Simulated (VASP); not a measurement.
# Al (Fm-3m) in VASP: notebook

The runs below take Al through single point, with RPBE, PBE.

Program: VASP 6.6.1. These are calculated values, not measurements. Logs are shortened: lines on timing, memory, paths and dates and some standing lists are left out, and cuts for length are marked.

### 1 Starting point

Symmetry: Fm-3m, No. 225, cubic system. Conventional cell: a = 4.050 Å, b = 4.050 Å, c = 4.050 Å, α = 90.00°, β = 90.00°, γ = 90.00°. Al (site symmetry m-3m) is surrounded by 12 Al at 2.86 Å.

### 2 Single point, RPBE

INCAR reads:

```
SYSTEM = Al
PREC = Accurate
ENCUT = 500
EDIFF = 1E-6
ISMEAR = 0
SIGMA = 0.05
LREAL = .FALSE.
LASPH = .TRUE.
NELM = 80
ALGO = Normal
ISIF = 2
LWAVE = .FALSE.
LCHARG = .FALSE.
GGA = RP
```

KPOINTS reads:

```
regular mesh
0
G
  11 11 11
  0 0 0
```

POSCAR reads:

```
Al
1.0
    0.0000000000      2.0248050000      2.0248050000
    2.0248050000      0.0000000000      2.0248050000
    2.0248050000      2.0248050000      0.0000000000
Al
1
Direct
    0.0000000000      0.0000000000      0.0000000000
```

Potentials or basis: VASP PAW PBE potentials, release 64 (Al).

Run with:

```bash
> cat potpaw_PBE.64/Al/POTCAR > POTCAR
> mpirun -np 1 vasp_std > vasp.out
```

OUTCAR:

```text
SYSTEM = Al
   PREC = Accurate
   ENCUT = 500
   EDIFF = 1E-6
   ISMEAR = 0
   LREAL = .FALSE.
   LASPH = .TRUE.
   NELM = 80
   ISIF = 2
   GGA = RP

 ion  position               nearest neighbor table
   1  0.000  0.000  0.000-

  LATTYP: Found a face centered cubic cell.
 ALAT       =     4.0496100000

  Lattice vectors:

 A1 = (   0.0000000000,   2.0248050000,   2.0248050000)
 A2 = (   2.0248050000,   0.0000000000,   2.0248050000)
 A3 = (   2.0248050000,   2.0248050000,   0.0000000000)

Analysis of symmetry for initial positions (statically):
=====================================================================
 Subroutine PRICEL returns:
 Original cell was already a primitive cell.

 Routine SETGRP: Setting up the symmetry group for a
 face centered cubic supercell.

 Subroutine GETGRP returns: Found 48 space group operations
 (whereof 48 operations were pure point group operations)
 out of a pool of 48 trial point group operations.

The static configuration has the point symmetry O_h .

Analysis of symmetry for dynamics (positions and initial velocities):
=====================================================================
 Subroutine PRICEL returns:
 Original cell was already a primitive cell.

 Routine SETGRP: Setting up the symmetry group for a
 face centered cubic supercell.

 Subroutine GETGRP returns: Found 48 space group operations
 (whereof 48 operations were pure point group operations)
 out of a pool of 48 trial point group operations.

The dynamic configuration has the point symmetry O_h .

 Subroutine INISYM returns: Found 48 space group operations
 (whereof 48 operations are pure point group operations),
 and found     1 'primitive' translations

----------------------------------------------------------------------------------------

                                     Primitive cell

  volume of cell :      16.6027

  direct lattice vectors                    reciprocal lattice vectors
     0.000000000  2.024805000  2.024805000    -0.246937359  0.246937359  0.246937359
     2.024805000  0.000000000  2.024805000     0.246937359 -0.246937359  0.246937359
     2.024805000  2.024805000  0.000000000     0.246937359  0.246937359 -0.246937359

  length of vectors
     2.863506692  2.863506692  2.863506692     0.427708053  0.427708053  0.427708053

  position of ions in fractional coordinates (direct lattice)
     0.000000000  0.000000000  0.000000000

  ion indices of the primitive-cell ions
   primitive index   ion index
                 1           1

----------------------------------------------------------------------------------------

 KPOINTS: regular mesh

Automatic generation of k-mesh.
 Grid dimensions read from file:
 generate k-points for:   11   11   11

 Generating k-lattice:

  Cartesian coordinates                     Fractional coordinates (reciprocal lattice)
    -0.022448851  0.022448851  0.022448851     0.090909091  0.000000000  0.000000000
     0.022448851 -0.022448851  0.022448851     0.000000000  0.090909091  0.000000000
     0.022448851  0.022448851 -0.022448851     0.000000000  0.000000000  0.090909091

  Length of vectors
     0.038882550  0.038882550  0.038882550

  Shift w.r.t. Gamma in fractional coordinates (k-lattice)
     0.000000000  0.000000000  0.000000000

 Subroutine IBZKPT returns following result:
 ===========================================

 Found     56 irreducible k-points:

 Following reciprocal coordinates:
            Coordinates               Weight
  0.000000  0.000000  0.000000      1.000000
  0.090909  0.000000  0.000000      8.000000
  0.181818  0.000000  0.000000      8.000000
  0.272727  0.000000  0.000000      8.000000
  0.363636  0.000000  0.000000      8.000000
  0.454545  0.000000  0.000000      8.000000
[... 42 lines left out ...]
 -0.363636  0.363636  0.090909     48.000000
 -0.272727  0.363636  0.090909     24.000000
 [... further k-points ...]
   k-points           NKPTS =     56   k-points in BZ     NKDIM =     56   number of bands    NBANDS=      5
   number of dos      NEDOS =    301   number of ions     NIONS =      1
   total plane-waves  NPLWV =  13824
   dimension x,y,z NGX =    24 NGY =   24 NGZ =   24
   dimension x,y,z NGXF=    48 NGYF=   48 NGZF=   48
   ions per type =               1
   NGX,Y,Z   is equivalent  to a cutoff of  13.93, 13.93, 13.93 a.u.
   NGXF,Y,Z  is equivalent  to a cutoff of  27.87, 27.87, 27.87 a.u.
 SYSTEM =  Al
   PREC   = accura    normal or accurate (medium, high low for compatibility)
   ISTART =      0    job   : 0-new  1-cont  2-samecut
   ICHARG =      2    charge: 1-file 2-atom 10-const
   ISPIN  =      1    spin polarized calculation?
   LNONCOLLINEAR =      F non collinear calculations
   LSORBIT =      F    spin-orbit coupling
   LASPH  =      T    aspherical Exc in radial PAW
   ENCUT  =  500.0 eV  36.75 Ry    6.06 a.u.   5.22  5.22  5.22*2*pi/ulx,y,z
   NELM   =     80;   NELMIN=  2; NELMDL= -5     # of ELM steps
   EDIFF  = 0.1E-05   stopping-criterion for ELM
   LREAL  =      F    real-space projection
[... 7 lines left out ...]
   TEBEG  =    0.0;   TEEND  =   0.0 temperature during run
   PSTRESS=    0.0 pullay stress
   NELECT =       3.0000    total number of electrons
   NUPDOWN=      -1.0000    fix difference up-down
   EMIN   =  10.00;   EMAX   =-10.00  energy-range for DOS
   EFERMI =   0.00;   METHOD = LEGACY
   ISMEAR =     0;   SIGMA  =   0.05  broadening in eV -4-tet -1-fermi 0-gaus
   EFERMI_NEDOS =   21; number of points for ismear=-14 and -15
   IALGO  =     38    algorithm
   IMIX   =      4    mixing-type and parameters
     AMIX     =   0.40;   BMIX     =  1.00
     AMIX_MAG =   1.60;   BMIX_MAG =  1.00
  volume/ion in A,a.u.               =      16.60       112.04
  Fermi-wavevector in a.u.,A,eV,Ry     =   0.925526  1.748991 11.654733  0.856599
  Thomas-Fermi vector in A             =   2.051390
   LORBIT       =      0    0 simple, 1 ext, 2 COOP (PROOUT), +10 PAW based schemes
   GGA     = RP    functional components
   LHFCALC =     F    Hartree Fock is set to
   AEXX    =    0.0000 exact exchange contribution
   IVDW    =     0    specifies the selected vdW correction
   LEPSILON=     F    determine dielectric tensor
   LRPA    =     F    only Hartree local field effects (RPA)
 non-spin polarized calculation
 Gauss-broadening in eV      SIGMA  =   0.05
  energy-cutoff  :      500.00
  volume of cell :       16.60
 maximum number of plane-waves:       440
 NGX is ok and might be reduce to    24
   NGX = 11   NGY = 11   NGZ = 11

 number of electron       3.0000000 magnetization

 Free energy of the ion-electron system (eV)
  ---------------------------------------------------
  ext. energy  EPLUGINS =         0.00000000
  ---------------------------------------------------
  free energy    TOTEN  =        -3.51501869 eV

  energy without entropy =       -3.51367740  energy(sigma->0) =       -3.51434805

 E-fermi :   8.0457     XC(G=0): -10.1182

 val. band max:        8.0274005778   @ k =  -0.4545   0.3636   0.0000
 cond. band min:       8.0634862685   @ k =   0.4545   0.1818   0.0909
 fundamental gap:      0.0360856907
 Fermi energy:         8.0456986468

 k-point     1 :       0.0000    0.0000    0.0000
  band No.  band energies     occupation
      1      -3.0650      2.00000
      2      20.5931      0.00000
      3      20.5931      0.00000
      4      20.5931      0.00000
      5      22.1670      0.00000

 k-point     2 :       0.0909    0.0000    0.0000
  band No.  band energies     occupation
      1      -2.8413      2.00000
      2      17.6977      0.00000
      3      19.9765      0.00000
      4      19.9765      0.00000
      5      22.7802      0.00000

 k-point     3 :       0.1818    0.0000    0.0000
  band No.  band energies     occupation
      1      -2.1722      2.00000
      2      14.0547      0.00000
      3      19.2557      0.00000
      4      19.2557      0.00000
      5      22.5258      0.00000

 k-point     4 :       0.2727    0.0000    0.0000
  band No.  band energies     occupation
      1      -1.0639      2.00000
      2      10.6314      0.00000
      3      18.8513      0.00000
      4      18.8513      0.00000
      5      22.3040      0.00000

 k-point     5 :       0.3636    0.0000    0.0000
  band No.  band energies     occupation
      1       0.4734      2.00000
      2       7.5303      2.00000
      3      18.8091      0.00000
      4      18.8091      0.00000
      5      20.9276      0.00000

 k-point     6 :       0.4545    0.0000    0.0000
  band No.  band energies     occupation
      1       2.4244      2.00000
      2       4.7935      2.00000
      3      19.1398      0.00000
      4      19.1398      0.00000
      5      19.8473      0.00000
[... 241 lines left out ...]
 k-point    37 :       0.2727    0.1818    0.0909
  band No.  band energies     occupation
      1      -1.5800      2.00000
      2      14.0324      0.00000
      3      15.2916      0.00000
      4      19.9024      0.00000
      5      19.9690      0.00000

 k-point    38 :       0.3636    0.1818    0.0909
  band No.  band energies     occupation
      1      -0.4765      2.00000
      2      11.0949      0.00000
      3      14.4011      0.00000
      4      18.0257      0.00000
      5      20.2264      0.00000

 k-point    39 :       0.4545    0.1818    0.0909
  band No.  band energies     occupation
      1       1.0541      2.00000
      2       8.0635      0.61489
      3      14.2831      0.00000
      4      16.5137      0.00000
      5      20.3004      0.00000

 k-point    40 :      -0.4545    0.1818    0.0909
  band No.  band energies     occupation
      1       2.9949      2.00000
      2       5.3531      2.00000
      3      14.5744      0.00000
      4      15.4152      0.00000
      5      20.6608      0.00000

 [... further k-points ...]

------------------------ aborting loop because EDIFF is reached ----------------------------------------

  FORCE on cell =-STRESS in cart. coord.  units (eV):
  Direction    XX          YY          ZZ          XY          YZ          ZX
  --------------------------------------------------------------------------------------
  -------------------------------------------------------------------------------------
  Total        0.0831972      0.0831972      0.0831972      0.0000000      0.0000000      0.0000000
  in kB        8.0285948      8.0285948      8.0285948      0.0000000      0.0000000      0.0000000
  external PRESSURE =       8.0285948 kB  Pullay stress =       0.0000000 kB

 VOLUME and BASIS-vectors are now :
 -----------------------------------------------------------------------------
  energy-cutoff  :      500.00
  volume of cell :       16.60
      direct lattice vectors                 reciprocal lattice vectors
     0.000000000  2.024805000  2.024805000    -0.246937359  0.246937359  0.246937359
     2.024805000  0.000000000  2.024805000     0.246937359 -0.246937359  0.246937359
     2.024805000  2.024805000  0.000000000     0.246937359  0.246937359 -0.246937359

 POSITION                                       TOTAL-FORCE (eV/Angst)
 -----------------------------------------------------------------------------------
      0.00000      0.00000      0.00000         0.000000      0.000000      0.000000
 -----------------------------------------------------------------------------------
    total drift:                               -0.000000      0.000000      0.000000

  FREE ENERGIE OF THE ION-ELECTRON SYSTEM (eV)
  ---------------------------------------------------
  free  energy   TOTEN  =        -3.5150186895 eV

  energy  without entropy=       -3.5136774038  energy(sigma->0) =       -3.51434805
```

It took 5.7 s on 1 thread of Intel Xeon Platinum 8559C (Emerald Rapids), shared host; peak memory 0.12 GiB.

What came out:

| Property | Result |
| --- | --- |
| Free energy | -3.5150 eV |
| Pressure | 0.8 GPa |
| Band gap on the k mesh | none (metal or under the smearing width) |

Levels at points of the mesh, in eV from the Fermi level:
| k point | band 1 | band 2 | band 3 | band 4 | band 5 |
| --- | --- | --- | --- | --- | --- |
| (0.00, 0.00, 0.00) | -11.11 | 12.55 | 12.55 | 12.55 | 14.12 |

Caveat: the PAW data sets were made with another functional, which shifts forces and pressure a little.

### 3 Single point, RPBE

run.py reads:

```python
from ase.calculators.vasp import Vasp
from ase.dft.bandgap import bandgap
from ase.io import read

atoms = read('Al.xyz')
calc = Vasp(
    directory='calc',
    xc='rpbe',
    pp='PBE',
    setups='minimal',
    prec='Accurate',
    encut=500,
    ediff=1e-06,
    ismear=0,
    sigma=0.05,
    lreal=False,
    lasph=True,
    nelm=60,
    algo='Normal',
    isif=2,
    lwave=False,
    lcharg=False,
    kpts=[11, 11, 11],
    gamma=True,
    nbands=8,
)
atoms.calc = calc

print('energy (eV):', atoms.get_potential_energy())
print('free energy (eV):', atoms.get_potential_energy(force_consistent=True))
print('forces (eV/A):')
print(atoms.get_forces())
print('stress (eV/A^3, Voigt):', atoms.get_stress())
print('Fermi level (eV):', calc.get_fermi_level())
gap, top, bottom = bandgap(calc)
print('band gap (eV):', gap, 'from (spin, k, band)', top, 'to', bottom)
```

Al.xyz reads:

```xyz
1
Lattice="0.0000000000 2.0248050000 2.0248050000 2.0248050000 0.0000000000 2.0248050000 2.0248050000 2.0248050000 0.0000000000" Properties=species:S:1:pos:R:3 pbc="T T T"
Al     0.0000000000      0.0000000000      0.0000000000
```

Potentials or basis: VASP PAW PBE potentials, release 64 (Al).

Run with:

```bash
> python run.py
```

It took 12 s on 1 thread of Intel Xeon Platinum 8559C (Emerald Rapids), shared host; peak memory 0.13 GiB.

The run converged. Its results:

```
Free energy            : -3.5150 eV
Pressure               : 0.8 GPa
Band gap on the k mesh : none (metal or under the smearing width)
```

Levels at points of the mesh, in eV from the Fermi level:
```tsv
k point	band 1	band 2	band 3	band 4	band 5
(0.00, 0.00, 0.00)	-11.11	12.55	12.55	12.55	14.12
```

Caveat: the PAW data sets were made with another functional, which shifts forces and pressure a little.

### 4 Single point, PBE

INCAR reads:

```
SYSTEM = Al
PREC = Accurate ; ENCUT = 520
EDIFF = 1E-6 ; ISMEAR = 0
SIGMA = 0.02 ; LREAL = .FALSE.
LASPH = .TRUE. ; NELM = 100
ALGO = Normal ; ISIF = 2
LWAVE = .FALSE. ; LCHARG = .FALSE.
GGA = PE ; NBANDS = 8
```

KPOINTS reads:

```
Automatic mesh
0
G
  11 11 11
  0 0 0
```

POSCAR is that of step 2.

Run with:

```bash
> cat potpaw_PBE.64/Al/POTCAR > POTCAR
> mpirun -np 1 vasp_std > vasp.out
```

Run time: 4.9 s. Hardware: 1 thread of Intel Xeon Platinum 8259CL at 2.50GHz (Skylake/Cascade Lake), shared host; peak memory 0.13 GiB.

The run converged. Its results:

| Item | Value |
| --- | --- |
| Free energy | -3.7527 eV |
| Pressure | -0.5 GPa |
| Band gap on the k mesh | none (metal or under the smearing width) |

Levels at points of the mesh, in eV from the Fermi level:
```csv
k point,band 1,band 2,band 3,band 4
"(0.00, 0.00, 0.00)",-11.11,12.56,12.56,12.56
```

(Part 1 of 2 ends here.)
